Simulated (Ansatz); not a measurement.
HfC:

```
Hf C
1.0
     0.00000    2.32500    2.32500
     2.32500    0.00000    2.32500
     2.32500    2.32500    0.00000
Hf C
1 1
Direct
  0.50000 0.50000 0.50000
  0.00000 0.00000 0.00000
```

Program: Ansatz 0.2.0. Alike in all runs: potentials or basis all-electron LAPW, scalar-relativistic; no spin polarisation; cell as given; k mesh 10 × 10 × 10; cutoff (eV) 303; basis error allowed 0.001 eV/atom.

**Question.** Order these runs on this cell by their pressure, lowest first.
A. level BLYP; smearing tetrahedron
B. level PBE; smearing gaussian 0.023 eV
C. level LDA; smearing fermi-dirac 0.05 eV

**Answer.** C (-11.8 GPa), B (0.3 GPa), A (7.6 GPa).

Caveats: with tetrahedron occupations forces and stress needn't match the slope of the energy (some runs).
